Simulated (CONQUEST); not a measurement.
Here is a CONQUEST 1.3 calculation.

Contents of Conquest_input:

```
IO.Title K
IO.Coordinates coords.dat
IO.FractionalAtomicCoords T
IO.Iprint 2
IO.Iprint_init 1
General.NumberOfSpecies 1
General.PseudopotentialType hamann
General.FunctionalType -60062
General.DifferentFunctional T
AtomMove.TypeOfRun static
AtomMove.FullStress T
Grid.GridCutoff 100
DM.SolutionMethod diagon
Diag.MPMesh T
Diag.GammaCentred T
Diag.MPMeshX 4
Diag.MPMeshY 4
Diag.MPMeshZ 4
Diag.kT 0.00367493
minE.SCTolerance 1e-6
Diag.SmearingType 1
Diag.MPOrder 1
SC.MaxIters 100
IO.AtomChargeOutput T
%block ChemicalSpeciesLabel
1 39.100 K
%endblock
```

The input coords.dat:

```
    8.1455501129     0.0000000000     0.0000000000
    0.0000000000     8.1455501129     0.0000000000
    0.0000000000     0.0000000000     8.1455501129
1
 -0.0098690000  -0.0022620000   0.0025250000 1 T T T
```

Potentials or basis: PseudoDojo NC PBEsol, DZP, grid cutoff 100 Ha.

The run is started by

```console
$ Conquest
```

Question: Predict the band gap on the k mesh.

Answer: None (metal or under the smearing width).

Question: Estimate the pressure.

Answer: 0.0 GPa.

Caveat: the k mesh is coarse (spacing up to 0.36 Å⁻¹), so the values aren't converged; the potentials were made for another functional, which shifts forces and pressure; moving the one atom only shifts it against the grid, so any change is grid noise; the basis of atomic orbitals isn't converged, which shifts pressures, moduli and gaps.
